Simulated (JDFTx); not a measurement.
InPd:

```
In Pd
1.0
     3.27188    0.00000    0.00000
     0.00000    3.27188    0.00000
     0.00000    0.00000    3.27188
In Pd
1 1
Direct
  0.00000 0.00000 0.00000
  0.50000 0.50000 0.50000
```

The cell comes from a database or a generator and needn't be the stable form of this composition.

Base run:

```yaml
Program: JDFTx 1.7.0 (patched build)
Functional: PBE
Potentials_or_basis: PseudoDojo-SR-PBE-0.5-standard with smoothed tails
Cutoff: 1116 eV
Density_cutoff: 8925 eV
k_mesh: 8 × 8 × 8
Occupations: fermi-dirac, width 0.05 eV
Spin: no spin polarisation
```

Its results: band gap on the k mesh none (metal or under the smearing width); pressure 3.6 GPa.

The run is repeated on the same cell with these changes: hubbard terms from none to Pd d U = 2 eV; hubbard projectors from none to atomic pseudo-orbitals, not orthogonalised. What comes out?

Band gap on the k mesh none (metal or under the smearing width); pressure 3.2 GPa.

Caveats: this set's palladium file may shift the pressure by some GPa; U without spin polarisation on a metal has little footing (some runs); the U is typed as a test and isn't derived for this compound (some runs).
